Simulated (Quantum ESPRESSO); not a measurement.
Te2Mo under changes of volume

One of the cells (64.121 Å³/atom); the others are scaled copies at fixed shape and fractional positions:

```xyz
3
Lattice="3.5602 0.0000 0.0000 -1.7801 3.0833 0.0000 0.0000 0.0000 17.5241" Properties=species:S:1:pos:R:3 pbc="T T T"
Te    0.0000    2.0555    1.7900
Te    0.0000    2.0555   15.7341
Mo    0.0000    0.0000    0.0000
```

| Property | Result |
| --- | --- |
| Program | Quantum ESPRESSO 7.5 |
| Functional | LDA |
| Potentials or basis | GBRV 1.5 LDA |
| Cutoff | 612 eV |
| Density cutoff | 4898 eV |
| k mesh | 9 × 9 × 2 |
| Occupations | fermi-dirac, width 0.05 eV |
| Spin | no spin polarisation |

```tsv
volume (Å³/atom)	energy over the lowest point (meV/atom)	gap on the mesh (eV)
60.274	?	?
61.556	0.00	1.10
62.839	1.60	1.07
64.121	9.74	1.04
65.404	23.69	1.01
66.686	42.81	0.98
67.968	66.54	0.95
```

**Question.** What does the run at 60.274 Å³/atom give?

**Answer.** Energy over the lowest point 5.73 meV/atom; gap on the mesh 1.14 eV.

Worked out: A Birch-Murnaghan fit of order 3 (a polynomial in V^(-2/3)) to the other rows has its minimum at 61.90 Å³/atom with B0 = V·E''(V) = 43 GPa and B' = 4.6 at fixed shape and positions, which overstates the stiffness. It gives 5.73 meV/atom at 60.274 Å³/atom, against the run's 5.73. A straight line through the other rows of the gap, of slope -1.51 eV per unit of ln V (its deformation potential), extrapolates to 1.13 eV, against the run's 1.14.

Energies are extrapolated to zero smearing.

Caveats: spin-orbit coupling is left out, which moves the levels of the heavy elements.

A mesh can miss the band edges.
